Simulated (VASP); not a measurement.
# Ca (Fm-3m) in VASP: a series of runs

The runs below take Ca through relaxation of cell and atoms, with PBE+D3(BJ).

Everything below comes from runs of VASP 6.6.1. Logs are shortened: lines on timing, memory, paths and dates and some standing lists are left out, and cuts for length are marked.

### 1 Starting point

Symmetry: Fm-3m, No. 225, cubic system. The conventional cell has a = 5.588 Å, b = 5.588 Å, c = 5.588 Å, α = 90.00°, β = 90.00°, γ = 90.00°. Ca (site symmetry m-3m) is surrounded by 12 Ca at 3.95 Å.

### 2 Relaxation of cell and atoms, PBE+D3(BJ)

File INCAR:

```
SYSTEM = Ca
ALGO = Normal
EDIFF = 1E-6
EDIFFG = -0.01
ENCUT = 600
GGA = PE
IBRION = 2
ISIF = 3
ISMEAR = 1
IVDW = 12
LASPH = .TRUE.
LCHARG = .FALSE.
LREAL = .FALSE.
LWAVE = .FALSE.
NELM = 80
NSW = 90
PREC = Accurate
SIGMA = 0.1
```

File KPOINTS:

```
k-points
0
G
  14 14 14
  0 0 0
```

File POSCAR:

```
Ca
1.0
    0.0000000000      2.7942000000      2.7942000000
    2.7942000000      0.0000000000      2.7942000000
    2.7942000000      2.7942000000      0.0000000000
Ca
1
Direct
    0.0000000000      0.0000000000      0.0000000000
```

Potentials or basis: VASP PAW PBE potentials, release 64 (Ca_sv).

Command:

```sh
$ cat potpaw_PBE.64/Ca_sv/POTCAR > POTCAR
$ mpirun -np 1 vasp_std > vasp.out
```

OUTCAR:

```text
SYSTEM = Ca
   EDIFF = 1E-6
   EDIFFG = -0.01
   ENCUT = 600
   GGA = PE
   IBRION = 2
   ISIF = 3
   ISMEAR = 1
   IVDW = 12
   LASPH = .TRUE.
   LREAL = .FALSE.
   NELM = 80
   NSW = 90
   PREC = Accurate
 IVDW          = 12

 ion  position               nearest neighbor table
   1  0.000  0.000  0.000-

  LATTYP: Found a face centered cubic cell.
 ALAT       =     5.5884000000

  Lattice vectors:

 A1 = (   0.0000000000,   2.7942000000,   2.7942000000)
 A2 = (   2.7942000000,   0.0000000000,   2.7942000000)
 A3 = (   2.7942000000,   2.7942000000,   0.0000000000)

Analysis of symmetry for initial positions (statically):
=====================================================================
 Subroutine PRICEL returns:
 Original cell was already a primitive cell.

 Routine SETGRP: Setting up the symmetry group for a
 face centered cubic supercell.

 Subroutine GETGRP returns: Found 48 space group operations
 (whereof 48 operations were pure point group operations)
 out of a pool of 48 trial point group operations.

The static configuration has the point symmetry O_h .

Analysis of symmetry for dynamics (positions and initial velocities):
=====================================================================
 Subroutine PRICEL returns:
 Original cell was already a primitive cell.

 Routine SETGRP: Setting up the symmetry group for a
 face centered cubic supercell.

 Subroutine GETGRP returns: Found 48 space group operations
 (whereof 48 operations were pure point group operations)
 out of a pool of 48 trial point group operations.

The dynamic configuration has the point symmetry O_h .

 Subroutine INISYM returns: Found 48 space group operations
 (whereof 48 operations are pure point group operations),
 and found     1 'primitive' translations

----------------------------------------------------------------------------------------

                                     Primitive cell

  volume of cell :      43.6317

  direct lattice vectors                    reciprocal lattice vectors
     0.000000000  2.794200000  2.794200000    -0.178942094  0.178942094  0.178942094
     2.794200000  0.000000000  2.794200000     0.178942094 -0.178942094  0.178942094
     2.794200000  2.794200000  0.000000000     0.178942094  0.178942094 -0.178942094

  length of vectors
     3.951595536  3.951595536  3.951595536     0.309936799  0.309936799  0.309936799

  position of ions in fractional coordinates (direct lattice)
     0.000000000  0.000000000  0.000000000

[... 66 lines left out ...]
   PREC   = accura    normal or accurate (medium, high low for compatibility)
   ISTART =      0    job   : 0-new  1-cont  2-samecut
   ICHARG =      2    charge: 1-file 2-atom 10-const
   ISPIN  =      1    spin polarized calculation?
   LNONCOLLINEAR =      F non collinear calculations
   LSORBIT =      F    spin-orbit coupling
   LASPH  =      T    aspherical Exc in radial PAW
   ENCUT  =  600.0 eV  44.10 Ry    6.64 a.u.   7.89  7.89  7.89*2*pi/ulx,y,z
   NELM   =     80;   NELMIN=  2; NELMDL= -5     # of ELM steps
   EDIFF  = 0.1E-05   stopping-criterion for ELM
   LREAL  =      F    real-space projection
   EDIFFG = -.1E-01   stopping-criterion for IOM
   NSW    =     90    number of steps for IOM
   IBRION =      2    ionic relax: 0-MD 1-quasi-New 2-CG
   NFREE  =      1    steps in history (QN), initial steepest desc. (CG)
   ISIF   =      3    stress and relaxation
   ISYM   =      2    0-nonsym 1-usesym 2-fastsym
   POTIM  = 0.5000    time-step for ionic-motion
   TEBEG  =    0.0;   TEEND  =   0.0 temperature during run
   PSTRESS=    0.0 pullay stress
   NELECT =      10.0000    total number of electrons
   NUPDOWN=      -1.0000    fix difference up-down
   EMIN   =  10.00;   EMAX   =-10.00  energy-range for DOS
   EFERMI =   0.00;   METHOD = LEGACY
   ISMEAR =     1;   SIGMA  =   0.10  broadening in eV -4-tet -1-fermi 0-gaus
   EFERMI_NEDOS =   21; number of points for ismear=-14 and -15
   IALGO  =     38    algorithm
   IMIX   =      4    mixing-type and parameters
     AMIX     =   0.40;   BMIX     =  1.00
     AMIX_MAG =   1.60;   BMIX_MAG =  1.00
  volume/ion in A,a.u.               =      43.63       294.44
  Fermi-wavevector in a.u.,A,eV,Ry     =   1.001861  1.893242 13.656506  1.003725
  Thomas-Fermi vector in A             =   2.134310
   LORBIT       =      0    0 simple, 1 ext, 2 COOP (PROOUT), +10 PAW based schemes
   GGA     = PE    functional components
   LHFCALC =     F    Hartree Fock is set to
   AEXX    =    0.0000 exact exchange contribution
   IVDW    =    12    specifies the selected vdW correction
   LEPSILON=     F    determine dielectric tensor
   LRPA    =     F    only Hartree local field effects (RPA)
 conjugate gradient relaxation of ions
 non-spin polarized calculation
 Methfessel and Paxton  Order N= 1 SIGMA  =   0.10
  energy-cutoff  :      600.00
  volume of cell :       43.63
 maximum number of plane-waves:      1469
   NGX = 15   NGY = 15   NGZ = 15

--------------------------------------- Ionic step        1  -------------------------------------------

 number of electron      10.0000001 magnetization

 Free energy of the ion-electron system (eV)
  ---------------------------------------------------
  ext. energy  EPLUGINS =         0.00000000
  ---------------------------------------------------
  free energy    TOTEN  =        -1.92754226 eV

  energy without entropy =       -1.92695231  energy(sigma->0) =       -1.92734561

------------------------ aborting loop because EDIFF is reached ----------------------------------------

 Edisp (eV)   -0.22242

 E8    (eV) :    -0.1124
[... 69 lines left out ...]
--------------------------------------- Ionic step        3  -------------------------------------------

 number of electron      10.0000000 magnetization

 Free energy of the ion-electron system (eV)
  ---------------------------------------------------
  ext. energy  EPLUGINS =         0.00000000
  ---------------------------------------------------
  free energy    TOTEN  =        -1.92393326 eV

  energy without entropy =       -1.92322220  energy(sigma->0) =       -1.92369624

 E-fermi :   2.1428     XC(G=0):  -7.8871

 val. band max:        2.1285481333   @ k =  -0.4286   0.1429   0.0000
 cond. band min:       2.1498561615   @ k =  -0.4286   0.2143   0.0714
 fundamental gap:      0.0213080282
 Fermi energy:         2.1428184011

 k-point     1 :       0.0000    0.0000    0.0000
  band No.  band energies     occupation
      1     -39.7510      2.00000
      2     -20.6613      2.00000
      3     -20.6613      2.00000
      4     -20.6613      2.00000
      5      -1.9555      2.00000
      6       4.5573      0.00000
      7       4.5573      0.00000
      8       4.5573      0.00000
      9       5.6896      0.00000
[... 265 lines left out ...]
 k-point    24 :       0.2857    0.1429    0.0000
  band No.  band energies     occupation
      1     -39.7408      2.00000
      2     -20.7436      2.00000
      3     -20.6840      2.00000
      4     -20.6822      2.00000
      5      -0.6955      2.00000
      6       3.5496     -0.00000
      7       4.5213      0.00000
      8       4.8893      0.00000
      9       5.3467      0.00000

 [... further k-points ...]

------------------------ aborting loop because EDIFF is reached ----------------------------------------

 Edisp (eV)   -0.24078

 E8    (eV) :    -0.1213
[... 24 lines left out ...]
  FREE ENERGIE OF THE ION-ELECTRON SYSTEM (eV)
  ---------------------------------------------------
  free  energy   TOTEN  =        -2.1647119319 eV

  energy  without entropy=       -2.1640008712  energy(sigma->0) =       -2.16447491

 reached required accuracy - stopping structural energy minimisation
```

OSZICAR:

```text
N       E                     dE             d eps       ncg     rms          rms(c)
DAV:   1     0.694955026654E+02    0.69496E+02   -0.55661E+03  1872   0.112E+03
DAV:   2    -0.522990345257E+00   -0.70018E+02   -0.69778E+02  1932   0.239E+02
[... 24 lines left out ...]
DAV:   4    -0.192252300941E+01   -0.66818E-03   -0.80767E-03  2186   0.105E+00    0.126E-01
DAV:   5    -0.192382000055E+01   -0.12970E-02   -0.20180E-03  2885   0.220E-01    0.658E-02
DAV:   6    -0.192394172892E+01   -0.12173E-03   -0.22219E-04  3150   0.113E-01    0.159E-02
DAV:   7    -0.192393172451E+01    0.10004E-04   -0.19544E-05  2209   0.518E-02    0.123E-02
DAV:   8    -0.192393341155E+01   -0.16870E-05   -0.20765E-05  2987   0.351E-02    0.153E-03
DAV:   9    -0.192393325576E+01    0.15579E-06   -0.66725E-08  1040   0.327E-03
   3 F= -.21647119E+01 E0= -.21644749E+01  d E =-.147461E-01
```

CONTCAR:

```text
Ca
   1.00000000000000
    -0.0000000000000000    2.7189896172491403    2.7189896172491403
     2.7189896172491399   -0.0000000000000000    2.7189896172491403
     2.7189896172491399    2.7189896172491403   -0.0000000000000000
  Ca
     1
Direct
     0.0000000000000000    0.0000000000000000    0.0000000000000000

  0.00000000E+00  0.00000000E+00  0.00000000E+00
```

Run time: 69 s. Hardware: 1 thread of Intel Xeon Platinum 8375C at 2.90GHz (Ice Lake), shared host; peak memory 0.23 GiB.

Results:

* Free energy: -2.1647 eV
* Relaxed volume: 40.20 Å³/atom
* Relaxed cell: a = 3.845 Å, b = 3.845 Å, c = 3.845 Å, α = 60.00°, β = 60.00°, γ = 60.00°
* Space group after relaxing (to 0.05 Å): Fm-3m (No. 225)
* Energy gained by relaxing: 14.7 meV/atom
* Ionic steps: 3
* Pressure after relaxing: 0.0 GPa
* Band gap on the k mesh: none (metal or under the smearing width)
* Dispersion energy per atom: -0.241 eV

The path:
```csv
step,energy change (eV),largest force (eV/Å),pressure (GPa),volume (Å³)
1,0.0000,0.0000,-1.32,43.63
2,-0.0128,0.0000,-0.51,41.40
3,-0.0147,0.0000,0.00,40.20
```

Final structure:
```
CELL_PARAMETERS angstrom
0.00000 2.71899 2.71899
2.71899 0.00000 2.71899
2.71899 2.71899 0.00000
ATOMIC_POSITIONS crystal
Ca 0.00000 0.00000 0.00000
```

Caveat: pairwise dispersion overbinds metals, which lowers pressure and volume.

### 3 Relaxation of cell and atoms, PBE+D3(BJ)

This run uses another cell than the first one, of 40.20 Å³/atom, 0.921 times its volume.

INCAR, as its differences from that of step 2:

```diff
@@ -2,4 +2,4 @@
 ALGO = Normal
-EDIFF = 1E-6
-EDIFFG = -0.01
+EDIFF = 1E-7
+EDIFFG = -0.005
 ENCUT = 600
```

KPOINTS is that of step 2.

File POSCAR:

```
Ca                                      
1.0
   -0.0000000000      2.7189896172      2.7189896172
    2.7189896172     -0.0000000000      2.7189896172
    2.7189896172      2.7189896172     -0.0000000000
  Ca            
     1
Direct
     0.0000000000000000    0.0000000000000000    0.0000000000000000
```

Potentials or basis: VASP PAW PBE potentials, release 64 (Ca_sv).

Command:

```sh
$ cat potpaw_PBE.64/Ca_sv/POTCAR > POTCAR
$ mpirun -np 1 vasp_std > vasp.out
```

Wall time 30 s (1 thread of Intel Xeon Platinum 8375C at 2.90GHz (Ice Lake), shared host); peak memory 0.22 GiB.

The run converged. Its results:

- Free energy: -2.1646 eV
- Pressure after relaxing: 0.0 GPa
- Band gap on the k mesh: none (metal or under the smearing width)
- Dispersion energy per atom: -0.241 eV

Final structure:
```cif
data_structure
_symmetry_space_group_name_H-M 'P 1'
_symmetry_Int_Tables_number 1
_cell_length_a 3.8452
_cell_length_b 3.8452
_cell_length_c 3.8452
_cell_angle_alpha 60.000
_cell_angle_beta 60.000
_cell_angle_gamma 60.000
_cell_volume 40.20
loop_
_atom_site_label
_atom_site_type_symbol
_atom_site_fract_x
_atom_site_fract_y
_atom_site_fract_z
_atom_site_occupancy
Ca1 Ca 0.00000 0.00000 0.00000 1
```

Levels at points of the mesh, in eV from the Fermi level:
```tsv
k point	band 3	band 4	band 5	band 6	band 7	band 8
(0.00, 0.00, 0.00)	-22.80	-22.80	-4.10	2.41	2.41	2.41
(0.50, 0.00, 0.00)	-22.83	-22.83	-0.99	-0.11	2.29	2.29
(0.50, 0.50, 0.00)	-22.86	-22.86	-0.49	0.56	1.07	4.27
```

Caveat: the relaxation stopped at its first step, so nothing moved; pairwise dispersion overbinds metals, which lowers pressure and volume.
